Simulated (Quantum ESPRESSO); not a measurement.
## Tc under changes of volume

One of the cells (14.297 Å³/atom); the others are scaled copies at fixed shape and fractional positions:

```
Tc
1.0
     2.74000    0.00000    0.00000
    -1.37000    2.37291    0.00000
     0.00000    0.00000    4.39800
Tc
2
Direct
  0.66667 0.33333 0.75000
  0.33333 0.66667 0.25000
```

| Quantity | Value |
| --- | --- |
| Program | Quantum ESPRESSO 7.5 |
| Functional | LDA |
| Potentials or basis | PseudoDojo 0.4.1 SR LDA standard |
| Cutoff | 1197 eV |
| Density cutoff | 4789 eV |
| k mesh | 11 × 11 × 6 |
| Occupations | fermi-dirac, width 0.05 eV |
| Spin | no spin polarisation |

| volume (Å³/atom) | energy over the lowest point (meV/atom) | pressure (GPa) |
| --- | --- | --- |
| 13.440 | 9.37 | 9.2 |
| 13.726 | 0.00 | 1.5 |
| 14.011 | 3.61 | -5.4 |
| 14.297 | ? | ? |
| 14.583 | 44.41 | -17.0 |
| 14.869 | 79.23 | -21.9 |
| 15.155 | 122.31 | -26.2 |

Problem. What does the run at 14.297 Å³/atom give?

Solution. Energy over the lowest point 18.83 meV/atom; pressure -11.5 GPa.

Worked out: A Birch-Murnaghan fit of order 3 (a polynomial in V^(-2/3)) to the other rows has its minimum at 13.78 Å³/atom with B0 = V·E''(V) = 343 GPa and B' = 4.5 at fixed shape and positions, which overstates the stiffness. It gives 18.83 meV/atom at 14.297 Å³/atom, against the run's 18.83, and -dE/dV = -11.5 GPa, against -11.5.

Energies are extrapolated to zero smearing.
